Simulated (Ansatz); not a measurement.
A Ta cell: a packing that fell into a crystal (C2/c at 0.1 Å).

```
Ta
1.0
     5.71831    0.65407   -0.03441
     0.69875    7.15311    0.47680
    -0.00116    0.56663    5.55837
Ta
12
Direct
  0.94909 0.56835 0.65424
  0.23359 0.90145 0.30350
  0.07503 0.56927 0.15372
  0.44910 0.56834 0.65422
  0.79048 0.23617 0.50447
  0.29048 0.23618 0.50443
  0.39870 0.23645 0.00331
  0.73361 0.90145 0.30353
  0.12544 0.90119 0.80463
  0.62543 0.90118 0.80466
  0.89870 0.23643 0.00332
  0.57502 0.56928 0.15373
```

Level of theory: DFT PBE, scalar-relativistic, plane waves, PAW (Ansatz).

Cutoff 420 eV; k points 6×5×6 on the computed 12-atom cell (Γ-centred); Gaussian smearing, width 0.10 eV; no spin polarisation.

Problem. Describe its local order.

Solution. Counting as bonded all pairs within 1.3 times the summed covalent radii:

```
atom → neighbour mean count mean length (Å) spread (Å)
         Ta → Ta       14.00             3.10        0.28
```

Angles between all pairs of such bonds at an atom (mean ± spread): 96 ± 35° at Ta.

Problem. Does it have a gap?

Solution. It has no gap on the mesh. Levels at Γ next to the Fermi level (eV from it): -0.67, -0.59, -0.50, -0.19, -0.11, -0.09, 0.09, 0.15, 0.42, 0.68, 0.88, 1.21. It lies 0.12 eV/atom above the elements' standard states (static lattices, no corrections for gases).

The final mesh leaves forces up to 0.05 eV/Å and stresses up to 0.4 GPa: the relaxation ran on a coarser mesh, so the cell's shape, its bonds and its energy belong partly to that mesh.

Spin-orbit coupling is left out, which matters for the bands of heavy elements.

This form isn't the element's structure at ambient conditions.

Cost: 2 runs of about 12 core-minutes in all (earlier runs that led there not counted), on Intel Xeon Processor @ 2.50GHz (Skylake/Cascade Lake) (shared hosts).